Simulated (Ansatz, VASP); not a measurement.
KI in VASP and in Ansatz

The input INCAR:

```
SYSTEM = KI
PREC = Accurate ; ENCUT = 520
EDIFF = 1E-7 ; ISMEAR = -1
SIGMA = 0.05 ; LREAL = .FALSE.
LASPH = .TRUE. ; NELM = 60
ALGO = Normal ; ISIF = 2
LWAVE = .FALSE. ; LCHARG = .FALSE.
GGA = PE ; IBRION = 2
NSW = 40 ; EDIFFG = -0.02
```

File KPOINTS:

```
Automatic mesh
0
G
  7 7 7
  0 0 0
```

The input POSCAR:

```
KI
1.0
    0.0000000000      3.5327750000      3.5327750000
    3.5327750000      0.0000000000      3.5327750000
    3.5327750000      3.5327750000      0.0000000000
I K
1 1
Direct
    0.5000000000      0.5000000000      0.5000000000
    0.0000000000      0.0000000000      0.0000000000
```

Contents of input.yaml:

```yaml
crystal:
  lattice:
    - [0.0, 3.532775, 3.532775]
    - [3.532775, 0.0, 3.532775]
    - [3.532775, 3.532775, 0.0]
  atoms:
    - { symbol: I, position: [0.5, 0.5, 0.5] }
    - { symbol: K, position: [0.0, 0.0, 0.0] }
hamiltonian:
  xc: pbe
  pseudopotentials: { kind: paw }
kpoints:
  mp_grid: { grid: [7, 7, 7] }
scf:
  occupations: { method: fermi_dirac, width: 0.05 }
output:
  forces: true
  stress: true
  eigenvalues: true
  write_density: true
  write_potential: true
  elf: true
  volumetric_format: npy
relax:
  f_tol: 0.01
  max_steps: 40
```

Change from the starting cell: strain = 0.0.

Alike in both runs: task relaxation of the atoms; functional PBE; k mesh 7 × 7 × 7; occupations fermi-dirac, width 0.05 eV; no spin polarisation.

|  | VASP | Ansatz |
| --- | --- | --- |
| version | VASP 6.6.1 | Ansatz 0.2.0 |
| potentials or method | VASP PAW PBE potentials, release 64 (I, K_sv) | Ansatz PAW |
| plane-wave cutoff (eV) | 520 | 420 |
| valence electrons in the cell | 16 | 26 |

Ansatz gave:

- gap on the k mesh at the Fermi level, each at its own relaxed structure (eV): 3.97

Task: Which values does VASP return?

Result: gap on the k mesh at the Fermi level, each at its own relaxed structure (eV): 3.96.

The two sets of potentials don't hold the same shells in valence.

Caveats: the relaxation stopped at its first step, so nothing moved; spin-orbit coupling is left out, which moves the levels of the heavy elements; an odd mesh through Γ misses points on the zone boundary, where band edges often lie (VASP); odd divisions of the mesh miss points on the zone boundary, where band edges often lie, so the gap on the mesh can be too wide (Ansatz).
